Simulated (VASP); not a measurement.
# AlN (P6_3/mmc) in VASP: a series of runs

One crystal, AlN, is run at these levels: PBEsol, RPBE; tasks: single point, relaxation of cell and atoms.

Everything below comes from runs of VASP 6.6.1. Logs are shortened: lines on timing, memory, paths and dates and some standing lists are left out, and cuts for length are marked.

## 1. Starting point

Symmetry: P6_3/mmc, No. 194, hexagonal system. Conventional cell: a = 3.312 Å, b = 3.312 Å, c = 4.188 Å, α = 90.00°, β = 90.00°, γ = 120.00°. Al (site symmetry -6m2) is surrounded by 5 N at 1.91 to 2.09 Å. N (site symmetry -6m2) has 5 Al at 1.91 to 2.09 Å as nearest neighbours.

Measurements of this composition are mostly on another form, of space group No. 186.

## 2. Single point, PBEsol

File INCAR:

```
  PREC = Accurate
  ENCUT = 520
  EDIFF = 1E-7
  ISMEAR = 0
  SIGMA = 0.02
  LREAL = F
  LASPH = T
  NELM = 100
  ALGO = Normal
  ISIF = 2
  LWAVE = F
  LCHARG = F
  GGA = PS
  NBANDS = 16
```

File KPOINTS:

```
Automatic mesh
0
Gamma
  9 9 6
```

File POSCAR:

```
AlN
1.0
    3.3121157400      0.0000000000      0.0000000000
   -1.6560578700      2.8683763700      0.0000000000
    0.0000000000      0.0000000000      4.1875630000
Al N
2 2
Direct
    0.3333333300      0.6666666700      0.7500000000
    0.6666666700      0.3333333300      0.2500000000
    0.3333333300      0.6666666700      0.2500000000
    0.6666666700      0.3333333300      0.7500000000
```

Potentials or basis: VASP PAW PBE potentials, release 64 (Al, N).

Started as:

```
$ cat potpaw_PBE.64/Al/POTCAR potpaw_PBE.64/N/POTCAR > POTCAR
$ mpirun -np 1 vasp_std > vasp.out
```

OUTCAR:

```text
PREC = Accurate
   ENCUT = 520
   EDIFF = 1E-7
   ISMEAR = 0
   LREAL = F
   LASPH = T
   NELM = 100
   ISIF = 2
   GGA = PS

 ion  position               nearest neighbor table
   1  0.333  0.667  0.750-   4 1.91   4 1.91   4 1.91   3 2.09   3 2.09   2 2.84   2 2.84   2 2.84
                             2 2.84   2 2.84   2 2.84
   2  0.667  0.333  0.250-   3 1.91   3 1.91   3 1.91   4 2.09   4 2.09   1 2.84   1 2.84   1 2.84
                             1 2.84   1 2.84   1 2.84
   3  0.333  0.667  0.250-   2 1.91   2 1.91   2 1.91   1 2.09   1 2.09
   4  0.667  0.333  0.750-   1 1.91   1 1.91   1 1.91   2 2.09   2 2.09

  LATTYP: Found a hexagonal cell.
 ALAT       =     3.3121157400
 C/A-ratio  =     1.2643166268

  Lattice vectors:

 A1 = (   3.3121157400,   0.0000000000,   0.0000000000)
 A2 = (  -1.6560578700,   2.8683763700,   0.0000000000)
 A3 = (   0.0000000000,   0.0000000000,   4.1875630000)

Analysis of symmetry for initial positions (statically):
=====================================================================
 Subroutine PRICEL returns:
 Original cell was already a primitive cell.

 Routine SETGRP: Setting up the symmetry group for a
 hexagonal supercell.

 Subroutine GETGRP returns: Found 24 space group operations
 (whereof 12 operations were pure point group operations)
 out of a pool of 24 trial point group operations.

The static configuration has the point symmetry D_3d.
 The point group associated with its full space group is D_6h.

Analysis of symmetry for dynamics (positions and initial velocities):
=====================================================================
 Subroutine PRICEL returns:
 Original cell was already a primitive cell.

 Routine SETGRP: Setting up the symmetry group for a
 hexagonal supercell.

 Subroutine GETGRP returns: Found 24 space group operations
 (whereof 12 operations were pure point group operations)
 out of a pool of 24 trial point group operations.

The dynamic configuration has the point symmetry D_3d.
 The point group associated with its full space group is D_6h.

 Subroutine INISYM returns: Found 24 space group operations
 (whereof 12 operations are pure point group operations),
 and found     1 'primitive' translations

----------------------------------------------------------------------------------------

                                     Primitive cell

[... 96 lines left out ...]
   EDIFFG = 0.1E-05   stopping-criterion for IOM
   NSW    =      0    number of steps for IOM
   IBRION =     -1    ionic relax: 0-MD 1-quasi-New 2-CG
   NFREE  =      0    steps in history (QN), initial steepest desc. (CG)
   ISIF   =      2    stress and relaxation
   ISYM   =      2    0-nonsym 1-usesym 2-fastsym
   POTIM  = 0.5000    time-step for ionic-motion
   TEBEG  =    0.0;   TEEND  =   0.0 temperature during run
   PSTRESS=    0.0 pullay stress
   NELECT =      16.0000    total number of electrons
   NUPDOWN=      -1.0000    fix difference up-down
   EMIN   =  10.00;   EMAX   =-10.00  energy-range for DOS
   EFERMI =   0.00;   METHOD = LEGACY
   ISMEAR =     0;   SIGMA  =   0.02  broadening in eV -4-tet -1-fermi 0-gaus
   EFERMI_NEDOS =   21; number of points for ismear=-14 and -15
   IALGO  =     38    algorithm
   IMIX   =      4    mixing-type and parameters
     AMIX     =   0.40;   BMIX     =  1.00
     AMIX_MAG =   1.60;   BMIX_MAG =  1.00
  volume/ion in A,a.u.               =       9.95        67.12
  Fermi-wavevector in a.u.,A,eV,Ry     =   1.208409  2.283561 19.867928  1.460251
  Thomas-Fermi vector in A             =   2.344017
   LORBIT       =      0    0 simple, 1 ext, 2 COOP (PROOUT), +10 PAW based schemes
   GGA     = PS    functional components
   LHFCALC =     F    Hartree Fock is set to
   AEXX    =    0.0000 exact exchange contribution
   IVDW    =     0    specifies the selected vdW correction
   LEPSILON=     F    determine dielectric tensor
   LRPA    =     F    only Hartree local field effects (RPA)
 non-spin polarized calculation
 Gauss-broadening in eV      SIGMA  =   0.02
  energy-cutoff  :      520.00
  volume of cell :       39.78
 maximum number of plane-waves:      1090
 NGX is ok and might be reduce to    28
   NGX = 13   NGY = 13   NGZ = 15

 number of electron      15.9999999 magnetization

 Free energy of the ion-electron system (eV)
  ---------------------------------------------------
  ext. energy  EPLUGINS =         0.00000000
  ---------------------------------------------------
  free energy    TOTEN  =       -30.93773181 eV

  energy without entropy =      -30.93773181  energy(sigma->0) =      -30.93773181

 E-fermi :   7.9855     XC(G=0): -11.3529

 val. band max:        7.8598591651   @ k =   0.0000   0.0000   0.0000
 cond. band min:      11.0474512415   @ k =   0.0000   0.0000   0.0000
 fundamental gap:      3.1875920765
 Fermi energy:         7.9855390054

 k-point     1 :       0.0000    0.0000    0.0000
  band No.  band energies     occupation
      1      -8.9059      2.00000
      2      -5.2330      2.00000
      3       0.9378      2.00000
      4       4.5764      2.00000
      5       4.5764      2.00000
      6       6.2440      2.00000
[... 433 lines left out ...]
      3       1.2837      2.00000
      4       2.2745      2.00000
      5       2.2745      2.00000
      6       4.8139      2.00000
[... 8 lines left out ...]
     15      18.9544      0.00000
     16      20.7968      0.00000

 [... further k-points ...]

------------------------ aborting loop because EDIFF is reached ----------------------------------------

  FORCE on cell =-STRESS in cart. coord.  units (eV):
  Direction    XX          YY          ZZ          XY          YZ          ZX
  --------------------------------------------------------------------------------------
  -------------------------------------------------------------------------------------
  Total       -0.8026308     -0.8026308     -1.0238462      0.0000000      0.0000000     -0.0000000
  in kB      -32.3238727    -32.3238727    -41.2327498      0.0000000      0.0000000     -0.0000000
  external PRESSURE =     -35.2934984 kB  Pullay stress =       0.0000000 kB

 VOLUME and BASIS-vectors are now :
 -----------------------------------------------------------------------------
  energy-cutoff  :      520.00
  volume of cell :       39.78
      direct lattice vectors                 reciprocal lattice vectors
     3.312115740  0.000000000  0.000000000     0.301921816  0.174314642  0.000000000
    -1.656057870  2.868376370  0.000000000     0.000000000  0.348629284  0.000000000
     0.000000000  0.000000000  4.187563000     0.000000000  0.000000000  0.238802377

 POSITION                                       TOTAL-FORCE (eV/Angst)
 -----------------------------------------------------------------------------------
     -0.00000      1.91225      3.14067        -0.000000     -0.000000      0.000000
      1.65606      0.95613      1.04689         0.000000      0.000000      0.000000
     -0.00000      1.91225      1.04689        -0.000000     -0.000000      0.000000
      1.65606      0.95613      3.14067         0.000000      0.000000      0.000000
 -----------------------------------------------------------------------------------
    total drift:                               -0.000001      0.000001      0.000000

  FREE ENERGIE OF THE ION-ELECTRON SYSTEM (eV)
  ---------------------------------------------------
  free  energy   TOTEN  =       -30.9377318115 eV

  energy  without entropy=      -30.9377318115  energy(sigma->0) =      -30.93773181
```

OSZICAR:

```text
N       E                     dE             d eps       ncg     rms          rms(c)
DAV:   1     0.380519384691E+02    0.38052E+02   -0.73760E+03  1544   0.906E+02
DAV:   2    -0.319866451298E+02   -0.70039E+02   -0.64707E+02  2248   0.186E+02
DAV:   3    -0.351156092023E+02   -0.31290E+01   -0.31197E+01  1872   0.397E+01
DAV:   4    -0.351345659228E+02   -0.18957E-01   -0.18955E-01  1888   0.348E+00
DAV:   5    -0.351348132138E+02   -0.24729E-03   -0.24729E-03  1880   0.403E-01    0.112E+01
DAV:   6    -0.310073452906E+02    0.41275E+01   -0.81472E+00  1968   0.213E+01    0.392E+00
DAV:   7    -0.309794991304E+02    0.27846E-01   -0.66994E-01  1744   0.556E+00    0.279E+00
DAV:   8    -0.309454940699E+02    0.34005E-01   -0.10013E-01  1664   0.257E+00    0.853E-01
DAV:   9    -0.309374461682E+02    0.80479E-02   -0.18980E-02  1968   0.108E+00    0.272E-01
DAV:  10    -0.309378269930E+02   -0.38082E-03   -0.20975E-03  1744   0.313E-01    0.177E-01
DAV:  11    -0.309377342800E+02    0.92713E-04   -0.12465E-04  1832   0.857E-02    0.431E-02
DAV:  12    -0.309377322505E+02    0.20295E-05   -0.68020E-06  1768   0.206E-02    0.803E-03
DAV:  13    -0.309377317561E+02    0.49439E-06   -0.25495E-06  1968   0.119E-02    0.409E-03
DAV:  14    -0.309377318115E+02   -0.55336E-07   -0.16593E-07  1032   0.372E-03
   1 F= -.30937732E+02 E0= -.30937732E+02  d E =-.164497E-21
```

Wall time 13 s (1 thread of AMD EPYC 9R45 (Zen 5), shared host); peak memory 0.14 GiB.

Results:

```
Free energy            : -30.9377 eV
Pressure               : -3.5 GPa
Band gap on the k mesh : 3.19 eV, direct
```

Caveat: the PAW data sets were made with another functional, which shifts forces and pressure a little. Expect the measured gap to be larger: semilocal functionals such as PBEsol lack the derivative discontinuity.

## 3. Relaxation of cell and atoms, PBEsol

File INCAR:

```
  PREC = Accurate
  ENCUT = 580
  EDIFF = 1E-7
  ISMEAR = 0
  SIGMA = 0.02
  LREAL = F
  LASPH = T
  NELM = 100
  ALGO = Normal
  ISIF = 3
  LWAVE = F
  LCHARG = F
  GGA = PS
  IBRION = 2
  NSW = 90
  EDIFFG = -0.005
```

KPOINTS is that of step 2.

POSCAR is that of step 2.

Potentials or basis: VASP PAW PBE potentials, release 64 (Al, N).

Started as:

```
$ cat potpaw_PBE.64/Al/POTCAR potpaw_PBE.64/N/POTCAR > POTCAR
$ mpirun -np 1 vasp_std > vasp.out
```

OUTCAR:

```text
PREC = Accurate
   ENCUT = 580
   EDIFF = 1E-7
   ISMEAR = 0
   LREAL = F
   LASPH = T
   NELM = 100
   ISIF = 3
   GGA = PS
   IBRION = 2
   NSW = 90
   EDIFFG = -0.005

 ion  position               nearest neighbor table
   1  0.333  0.667  0.750-   4 1.91   4 1.91   4 1.91   3 2.09   3 2.09   2 2.84   2 2.84   2 2.84
                             2 2.84   2 2.84   2 2.84
   2  0.667  0.333  0.250-   3 1.91   3 1.91   3 1.91   4 2.09   4 2.09   1 2.84   1 2.84   1 2.84
                             1 2.84   1 2.84   1 2.84
   3  0.333  0.667  0.250-   2 1.91   2 1.91   2 1.91   1 2.09   1 2.09
   4  0.667  0.333  0.750-   1 1.91   1 1.91   1 1.91   2 2.09   2 2.09

  LATTYP: Found a hexagonal cell.
 ALAT       =     3.3121157400
 C/A-ratio  =     1.2643166268

  Lattice vectors:

 A1 = (   3.3121157400,   0.0000000000,   0.0000000000)
[... 362 lines left out ...]
      5       4.7033      2.00000
      6       6.4321      2.00000
      7       6.4321      2.00000
      8       8.0350      2.00000
      9      11.3799      0.00000
     10      12.5212      0.00000
     11      16.2526      0.00000
     12      16.2526      0.00000
[... 331 lines left out ...]
 k-point    24 :       0.3333    0.3333    0.1667
  band No.  band energies     occupation
      1      -6.1753      2.00000
      2      -6.1753      2.00000
      3       1.3727      2.00000
      4       2.4219      2.00000
      5       2.4219      2.00000
      6       5.0258      2.00000
      7       5.4364      2.00000
      8       5.4364      2.00000
      9      13.7286      0.00000
     10      14.2204      0.00000
     11      16.9615      0.00000
     12      16.9615      0.00000

 [... further k-points ...]

------------------------ aborting loop because EDIFF is reached ----------------------------------------

  FORCE on cell =-STRESS in cart. coord.  units (eV):
  Direction    XX          YY          ZZ          XY          YZ          ZX
  --------------------------------------------------------------------------------------
  -------------------------------------------------------------------------------------
  Total        0.0065272      0.0065272      0.0074569      0.0000000      0.0000000     -0.0000000
  in kB        0.2677719      0.2677719      0.3059132      0.0000000      0.0000000     -0.0000000
  external PRESSURE =       0.2804856 kB  Pullay stress =       0.0000000 kB
[... 19 lines left out ...]
  FREE ENERGIE OF THE ION-ELECTRON SYSTEM (eV)
  ---------------------------------------------------
  free  energy   TOTEN  =       -30.9484876762 eV

  energy  without entropy=      -30.9484876762  energy(sigma->0) =      -30.94848768

 reached required accuracy - stopping structural energy minimisation
```

CONTCAR:

```text
AlN
   1.00000000000000
     3.3009366058385301   -0.0000000000000000   -0.0000000000000000
    -1.6504683029192651    2.8586949558352250    0.0000000000000000
     0.0000000000000000   -0.0000000000000000    4.1387267938072281
  Al              N
     2     2
Direct
     0.3333333300000021    0.6666666699999979    0.7500000000000000
     0.6666666699999979    0.3333333300000021    0.2500000000000000
     0.3333333300000021    0.6666666699999979    0.2500000000000000
     0.6666666699999979    0.3333333300000021    0.7500000000000000

  0.00000000E+00  0.00000000E+00  0.00000000E+00
  0.00000000E+00  0.00000000E+00  0.00000000E+00
  0.00000000E+00  0.00000000E+00  0.00000000E+00
  0.00000000E+00  0.00000000E+00  0.00000000E+00
```

Run time: 33 s. Hardware: 1 thread of AMD EPYC 9R45 (Zen 5), shared host; peak memory 0.15 GiB.

Results:

```
Free energy                            : -30.9485 eV
Relaxed volume                         : 9.76 Å³/atom
Relaxed cell                           : a = 3.301 Å, b = 3.301 Å, c = 4.139 Å, α = 90.00°, β = 90.00°, γ = 120.00°
Space group after relaxing (to 0.05 Å) : P6_3/mmc (No. 194)
Energy gained by relaxing              : 2.2 meV/atom
Ionic steps                            : 5
Pressure after relaxing                : 0.0 GPa
Band gap on the k mesh                 : 3.34 eV, direct
```

Step by step:
```
step  energy change (eV)  largest force (eV/Å)  pressure (GPa)  volume (Å³)
   1              0.0000                0.0000           -3.61        39.78
   2             -0.0025                0.0000            3.32        38.51
   3             -0.0082                0.0000            0.08        39.08
   4             -0.0088                0.0000            0.04        39.07
   5             -0.0090                0.0000            0.03        39.05
```

Final structure:
```
Al N
1.0
     3.30094    0.00000    0.00000
    -1.65047    2.85869    0.00000
     0.00000    0.00000    4.13873
Al N
2 2
Direct
  0.33333 0.66667 0.75000
  0.66667 0.33333 0.25000
  0.33333 0.66667 0.25000
  0.66667 0.33333 0.75000
```

Caveat: the PAW data sets were made with another functional, which shifts forces and pressure a little.

## 4. Relaxation of cell and atoms, PBEsol

INCAR, as its differences from that of step 3:

```diff
@@ -1,3 +1,3 @@
   PREC = Accurate
-  ENCUT = 580
+  ENCUT = 480
   EDIFF = 1E-7
```

KPOINTS is that of step 3.

POSCAR is that of step 3.

Potentials or basis: VASP PAW PBE potentials, release 64 (Al, N_s).

Started as:

```
$ cat potpaw_PBE.64/Al/POTCAR potpaw_PBE.64/N_s/POTCAR > POTCAR
$ mpirun -np 1 vasp_std > vasp.out
```

It took 21 s on 1 thread of AMD EPYC 9R45 (Zen 5), shared host; peak memory 0.12 GiB.

Results (log left out):

* Free energy: -30.9590 eV
* Relaxed volume: 9.77 Å³/atom
* Relaxed cell: a = 3.302 Å, b = 3.302 Å, c = 4.138 Å, α = 90.00°, β = 90.00°, γ = 120.00°
* Space group after relaxing (to 0.05 Å): P6_3/mmc (No. 194)
* Energy gained by relaxing: 2.2 meV/atom
* Ionic steps: 5
* Pressure after relaxing: 0.0 GPa
* Band gap on the k mesh: 3.35 eV, direct

Step by step:
```tsv
step	energy change (eV)	largest force (eV/Å)	pressure (GPa)	volume (Å³)
1	0.0000	0.0000	-3.56	39.78
2	-0.0024	0.0000	3.31	38.52
3	-0.0079	0.0000	0.08	39.09
4	-0.0086	0.0000	0.05	39.08
5	-0.0087	0.0000	0.03	39.07
```

Final structure:
```cif
data_structure
_symmetry_space_group_name_H-M 'P 1'
_symmetry_Int_Tables_number 1
_cell_length_a 3.3018
_cell_length_b 3.3018
_cell_length_c 4.1379
_cell_angle_alpha 90.000
_cell_angle_beta 90.000
_cell_angle_gamma 120.000
_cell_volume 39.07
loop_
_atom_site_label
_atom_site_type_symbol
_atom_site_fract_x
_atom_site_fract_y
_atom_site_fract_z
_atom_site_occupancy
Al1 Al 0.33333 0.66667 0.75000 1
Al2 Al 0.66667 0.33333 0.25000 1
N1 N 0.33333 0.66667 0.25000 1
N2 N 0.66667 0.33333 0.75000 1
```

Levels at points of the mesh, in eV from the valence-band top:
```csv
k point,band 5,band 6,band 7,band 8,band 9,band 10,band 11,band 12
"(0.00, 0.00, 0.00)",-3.33,-1.60,-1.60,0.00,3.35,4.49,8.23,8.23
"(0.00, 0.00, 0.50)",-2.51,-2.51,-2.51,-2.51,5.71,5.71,8.38,8.38
```

Caveat: the PAW data sets were made with another functional, which shifts forces and pressure a little.

[end of part 1 of 2]
